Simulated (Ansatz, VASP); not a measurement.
# CuO in VASP and in Ansatz

INCAR

```
SYSTEM = CuO
PREC = Accurate
ENCUT = 520
EDIFF = 1E-6
ISMEAR = -1
SIGMA = 0.1
LREAL = .False.
LASPH = .True.
NELM = 150
ALGO = Normal
ISIF = 2
LWAVE = .False.
LCHARG = .False.
ISPIN = 2
MAGMOM = 0 0 1 0
LORBIT = 11
LMAXMIX = 4
LDAU = .True.
LDAUTYPE = 2
LDAUL = -1 2
LDAUU = 0 4
LDAUJ = 0 0
LDAUPRINT = 1
GGA = PE
NBANDS = 29
```

KPOINTS

```
Automatic mesh
0
Gamma
  7 7 4
  0 0 0
```

POSCAR

```
CuO
1.0
    2.3415000000     -1.7101500000      0.0000000000
    2.3415000000      1.7101500000      0.0000000000
   -0.8640400000      0.0000000000      5.0511300000
O Cu
2 2
Direct
    0.5830000000      0.4170000000      0.2500000000
    0.4170000000      0.5830000000      0.7500000000
    0.0000000000      0.5000000000      0.0000000000
    0.5000000000      0.0000000000      0.5000000000
```

Input for Ansatz:

```yaml
crystal:
  lattice:
    - [2.3415, -1.71015, 0.0]
    - [2.3415, 1.71015, 0.0]
    - [-0.86404, 0.0, 5.05113]
  atoms:
    - { symbol: O, position: [0.583, 0.417, 0.25] }
    - { symbol: O, position: [0.417, 0.583, 0.75] }
    - { symbol: Cu, position: [0.0, 0.5, 0.0], spin: 1.0 }
    - { symbol: Cu, position: [0.5, 0.0, 0.5] }
magnetization:
  spin_polarized: true
hamiltonian:
  xc: pbe
  pseudopotentials: { kind: paw }
  hubbard: { sites: [{ species: Cu, l: d, u_eff: 4.0 }] }
basis:
  ecutwfc: 420
kpoints:
  mp_grid: { grid: [7, 7, 4] }
scf:
  occupations: { method: fermi_dirac, width: 0.1 }
  lower_state_search: "off"
output:
  forces: true
  stress: true
```

Alike in both runs: task single point; functional PBE; k mesh 7 × 7 × 4; occupations fermi-dirac, width 0.1 eV; collinear spin; Hubbard terms Cu d U = 4.0 eV.

```csv
,VASP,Ansatz
version,VASP 6.6.1,Ansatz 0.2.0
potentials or method,"VASP PAW PBE potentials, release 64 (O, Cu)","PAW, plane waves, scalar-relativistic"
plane-wave cutoff (eV),520,420
valence electrons in the cell,34,50
```

```tsv
	VASP	Ansatz	Ansatz less VASP
pressure (GPa)	4.3	7.9	+3.57
largest component of the traceless stress (GPa)	0.58	0.88	+0.298
rms of the force components (eV/Å)	0.019	0.019	-0.0001
net moment per atom (μB)	0.00	0.00	0.000
size of the moment on the site where the two differ most (μB)	0.57	0.53	-0.043
```

Site moments also hang on the region over which each program counts them. The programs project onto different local orbitals, so the same U acts differently. Atom by atom the forces differ by 0.000 eV/Å (rms over components). The two sets of potentials don't hold the same shells in valence. Ansatz warned: «seeded_moment_not_kept».

 A k mesh can miss the band edges. The state reached can hang on the start; a lower one may exist.
